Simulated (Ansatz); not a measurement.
A run of Ansatz 0.2.0:

Contents of run.py:

```python
import json

import ase.io
import numpy as np
import spglib

import ansatz as az

atoms = ase.io.read("WS2.cif")
cell, frac, numbers = spglib.find_primitive((atoms.cell[:], atoms.get_scaled_positions(), atoms.numbers), symprec=1e-5)
atoms = ase.Atoms(numbers, cell=cell, scaled_positions=frac, pbc=True)
atoms.set_initial_magnetic_moments([0.5, 0.0, 0.0])

calculation = (
    az.Crystal.from_ase(atoms)
    .calculation()
    .kpoints(10, 10, 10)
    .functional("lda", dispersion="d3bj")
    .pseudopotentials(kind="nc", accuracy="standard", xc_functional="lda")
    .hubbard(projectors="all-electron-atomic", double_counting="amf")
    .hubbard("W", "d", u_eff=5.0)
    .spin("collinear")
    .occupations(method="tetrahedron")
    .density()
    .potential()
    .output_files(volumetric_format="npy")
    .populations(orbitals="intrinsic")
    .electron_localization_function()
    .forces()
    .stress()
)
outcome = calculation.run(threads=2, events_out="events.jsonl")

report = outcome.report
for line in open("events.jsonl"):
    event = json.loads(line)
    if event["event"] == "scf_iter":
        d = event["data"]
        print(f"SCF {d['iter']:3d}  HF = {d['harris_foulkes_ev']:.6f} eV  dr2 = {d['dr2_ev']:.2e} eV")
    elif event["event"] in ("relax_step", "md_step"):
        d = event["data"]
        print(f"{event['event']} {d['step']:3d}  E = {d['lagrangian_ev']:.6f} eV")
np.set_printoptions(precision=5, suppress=True, linewidth=110)
print("converged:", report["converged"], "after", report["n_iterations"], "iterations")
print(f"free energy {report['free_energy_ev']:.6f} eV, Fermi level {report['fermi_energy_ev']:.4f} eV")
for key in ("band_edges_ev", "magnetization_mub", "site_moments_mub", "site_moments_nc_mub", "forces_ev_ang",
                "stress_gpa", "kpoints_frac", "eigenvalues_ev"):
    if report.get(key) is not None:
        print(key, np.array(report[key]), sep="\n")
```

WS2.cif

```cif
data_WS2
_cell_length_a 3.15800000
_cell_length_b 3.15800000
_cell_length_c 18.49000000
_cell_angle_alpha 90.00000000
_cell_angle_beta 90.00000000
_cell_angle_gamma 120.00000000
_space_group_name_H-M_alt 'R3m'
_space_group_name_Hall 'R 3 -2"'
_space_group_IT_number 160
loop_
_space_group_symop_operation_xyz
'x,y,z'
'-y,x-y,z'
'-x+y,-x,z'
'-y,-x,z'
'-x+y,y,z'
'x,x-y,z'
'x+2/3,y+1/3,z+1/3'
'-y+2/3,x-y+1/3,z+1/3'
'-x+y+2/3,-x+1/3,z+1/3'
'-y+2/3,-x+1/3,z+1/3'
'-x+y+2/3,y+1/3,z+1/3'
'x+2/3,x-y+1/3,z+1/3'
'x+1/3,y+2/3,z+2/3'
'-y+1/3,x-y+2/3,z+2/3'
'-x+y+1/3,-x+2/3,z+2/3'
'-y+1/3,-x+2/3,z+2/3'
'-x+y+1/3,y+2/3,z+2/3'
'x+1/3,x-y+2/3,z+2/3'
loop_
_atom_site_label
_atom_site_type_symbol
_atom_site_symmetry_multiplicity
_atom_site_Wyckoff_symbol
_atom_site_fract_x
_atom_site_fract_y
_atom_site_fract_z
_atom_site_occupancy
W1 W 3 a 0.0000000000 0.0000000000 0.0000000000 1
S1 S 3 a 0.3333333333 0.6666666667 0.0856666667 1
S2 S 3 a 0.0000000000 0.0000000000 0.2497000000 1
```

Potentials or basis: PseudoDojo LDA.

Launch:

```sh
$ python run.py
```

Hardware: 2 threads of Arm Neoverse V1, on a shared host.

How long does it take, and how much memory?

Run time: 82 s on 2 threads of Arm Neoverse V1, with other jobs on the host, peak memory 0.9 GiB. Counts: scf iterations 16, plane waves 3511, k points 116, bands 18, engine runs 1.
